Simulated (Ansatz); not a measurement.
# EuO: the cost of one run

Computed with Ansatz 0.2.0 (DFT LDA+U (U_eff = 6 eV on Eu 4f) with spin–orbit coupling, plane waves, PAW, unless a step's input says otherwise).

## (1) The starting structure

Symmetry: Fm-3m, No. 225, cubic system. The conventional cell has a = 5.144 Å, b = 5.144 Å, c = 5.144 Å, α = 90.00°, β = 90.00°, γ = 90.00°. Around Eu (site symmetry m-3m) lie 6 O at 2.57 Å. O (site symmetry m-3m) has 6 Eu at 2.57 Å as nearest neighbours.

Structure file:

```cif
data_structure
_symmetry_space_group_name_H-M 'P 1'
_symmetry_Int_Tables_number 1
_cell_length_a 3.6373
_cell_length_b 3.6373
_cell_length_c 3.6373
_cell_angle_alpha 60.000
_cell_angle_beta 60.000
_cell_angle_gamma 60.000
_cell_volume 34.03
loop_
_atom_site_label
_atom_site_type_symbol
_atom_site_fract_x
_atom_site_fract_y
_atom_site_fract_z
_atom_site_occupancy
Eu1 Eu 0.50000 0.50000 0.50000 1
O1 O 0.00000 0.00000 0.00000 1
```

The cell is the measured one, not relaxed. An earlier run on this cell at LDA+U (U_eff = 6 eV on Eu 4f), without spin–orbit coupling gave -6.80 GPa at 17.013 Å³/atom (10×10×10 mesh), gap on the mesh 0.19 eV, moments in the atoms' spheres Eu 6.74; O -0.07 μB. The cell is stretched at this level.

## (2) Spin-orbit coupling, moments along [0, 0, 1]

The input, input.yaml:

```yaml
crystal:
  lattice:
    - [0.0, 2.5719519658, 2.5719519658]
    - [2.5719519658, 0.0, 2.5719519658]
    - [2.5719519658, 2.5719519658, 0.0]
  atoms:
    - { symbol: Eu, position: [0.5, 0.5, 0.5], spin: 7.42, spin_axis: [0.0, 0.0, 1.0] }
    - { symbol: O, position: [0.0, 0.0, 0.0] }
basis:
  ecutwfc: 420
  ecutrho_ratio: 4
kpoints:
  mp_grid: { grid: [10, 10, 10] }
hamiltonian:
  xc: lda
  hubbard: { sites: [{ species: Eu, l: f, u_eff: 6.0 }] }
scf:
  occupations: { method: gaussian, width: 0.05 }
  lower_state_search: "off"
  convergence: { dr2_threshold: 1.0e-09 }
output:
  forces: true
  stress: true
  eigenvalues: true
  populations: true
  hubbard: { sites: [{ species: Eu, l: f }] }
  topological_invariants: true
magnetization:
  noncollinear: true
  spin_orbit: true
checkpoint:
  read: start.run
  write: ck
  compress: false
  write_wavefunctions: false
  write_every: 100000
```

The run starts from a saved state of the same cell, the folder start.run.

Started as:

```bash
$ ansatz run input.yaml --threads 4 --pin off --max-ram 9216MiB --backend cpu --events-out ev --progress --plain --runs-dir out
```

What time and memory should one allow on 4 threads of Intel Xeon at 2.50GHz (Skylake/Cascade Lake), shared host?

About 10 min, with a peak of 1.3 GiB.
